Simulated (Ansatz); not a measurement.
Write an ASE script for Ansatz 0.2.0 that does the following.

| Quantity | Value |
| --- | --- |
| Task | density of states |
| Functional | LDA |
| Potentials or basis | PseudoDojo LDA |
| Cutoff | 1007 eV |
| Density cutoff | 4027 eV |
| k mesh | 10 × 10 × 10 |
| Occupations | methfessel-paxton, width 0.1 eV |
| Spin | no spin polarisation |
| Driver | chain |

The structure of Li lies in POSCAR:

```
Li
1.0
    0.0000000000      2.2020000000      2.2020000000
    2.2020000000      0.0000000000      2.2020000000
    2.2020000000      2.2020000000      0.0000000000
Li
1
Direct
    0.0000000000      0.0000000000      0.0000000000
```

This isn't the form of Li at room conditions, which is bcc.

One way to write it, as run:

run.py

```python
import json

import ase.io
import numpy as np

import ansatz as az

atoms = ase.io.read("POSCAR", format="vasp")

calculation = (
    az.Crystal.from_ase(atoms)
    .calculation()
    .kpoints(10, 10, 10)
    .functional("lda")
    .pseudopotentials(kind="nc", accuracy="standard", xc_functional="lda")
    .scf(extra_bands=6)
    .occupations(method="methfessel_paxton", width=0.1)
    .density()
    .potential()
    .output_files(volumetric_format="npy")
    .electron_localization_function()
    .density_of_states(energy_step=0.05, projected=False, nscf_kmesh=(15, 15, 15))
    .forces()
    .stress()
    .band_table(publish=True)
)
outcome = calculation.run(threads=2, events_out="events.jsonl")

report = outcome.report
for line in open("events.jsonl"):
    event = json.loads(line)
    if event["event"] == "scf_iter":
        d = event["data"]
        print(f"SCF {d['iter']:3d}  HF = {d['harris_foulkes_ev']:.6f} eV  dr2 = {d['dr2_ev']:.2e} eV")
    elif event["event"] in ("relax_step", "md_step"):
        d = event["data"]
        print(f"{event['event']} {d['step']:3d}  E = {d['lagrangian_ev']:.6f} eV")
np.set_printoptions(precision=5, suppress=True, linewidth=110)
print("converged:", report["converged"], "after", report["n_iterations"], "iterations")
print(f"free energy {report['free_energy_ev']:.6f} eV, Fermi level {report['fermi_energy_ev']:.4f} eV")
for key in ("band_edges_ev", "magnetization_mub", "site_moments_mub", "site_moments_nc_mub", "forces_ev_ang",
                "stress_gpa", "kpoints_frac", "eigenvalues_ev"):
    if report.get(key) is not None:
        print(key, np.array(report[key]), sep="\n")
```

Potentials or basis: PseudoDojo LDA.

Command:

```bash
$ python run.py
```

Results of the run:

The pressure is -1.4 GPa and the band gap on the k mesh is none (metal or under the smearing width). The density of states at the Fermi level is 0.54 states/eV per cell.

It took 2.5 s on 2 threads of Arm Neoverse V1 (shared host), peak memory 0.4 GiB.
